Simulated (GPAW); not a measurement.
The system is CsPbCl3.

```
Pb Cs Cl
1.0
     5.60500    0.00000    0.00000
     0.00000    5.60500    0.00000
     0.00000    0.00000    5.60500
Pb Cs Cl
1 1 3
Cartesian
  2.8025 2.8025 2.8025
  0.0000 0.0000 0.0000
  2.8025 0.0000 2.8025
  0.0000 2.8025 2.8025
  2.8025 2.8025 0.0000
```

Base run:

- Program: GPAW 26.7.0
- Functional: r2SCAN
- Potentials or basis: GPAW PAW data sets (gpaw-data 1.2.1)
- Cutoff: 600 eV
- Basis: pw
- k mesh: 5 × 5 × 5
- Occupations: fermi-dirac, width 0.05 eV
- Spin: no spin polarisation

Its results: band gap on the k mesh 3.26 eV, direct.

Task: The run is repeated on the same cell with these changes: functional from r2SCAN to optB88-vdW. What comes out?

Result: Band gap on the k mesh 2.93 eV, direct.

Caveats: spin-orbit coupling is left out, which as a rule narrows the gap of such compounds by several tenths of an eV; an odd mesh through Γ misses points on the zone boundary, where band edges often lie.
